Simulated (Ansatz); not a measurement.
Given:

CsCl (CsCl type)

```
CELL_PARAMETERS angstrom
      4.14031     0.00000     0.00000
      0.00000     4.14031     0.00000
      0.00000     0.00000     4.14031
ATOMIC_POSITIONS crystal
  Cs 0.00000 0.00000 0.00000
  Cl 0.50000 0.50000 0.50000
```

In this cell atom 1 (Cs, nearest neighbour Cl at 3.586 Å; its periodic images, 4.1 Å or more away, move with it) is moved by s along Cartesian z, unit vector (0.000, 0.000, 1.000); all other atoms and the cell stay fixed.

Computed with r2SCAN (plane waves to 500 eV, PAW, scalar-relativistic; Ansatz, an electronic-structure program). k mesh 7×7×7 (Γ-centred), Fermi-Dirac smearing 0.05 eV. E stands for the smeared free energy. CsCl was relaxed with its symmetry unable to fall. The zero of ΔE is the undisplaced structure.

The scan covers s from -0.360 to 0.360 Å in 11 points.

Task: Is the energy the same for equal positive and negative displacements?

Result: Even: the same for both signs. With its periodic images moving along, the atom's site symmetry in this cell is m-3m.

Task: What is the force constant k = d²E/ds² of this move at s = 0?

Result: 0.92 eV/Å².

Task: With two atoms in the cell this is the zone-centre optical mode. What wavenumber follows (transverse: no LO-TO term)?

Result: 94 cm⁻¹.

(For displaced atoms, the force is minus the slope of the energy, and its curvature is a force constant, which sets phonon frequencies.)
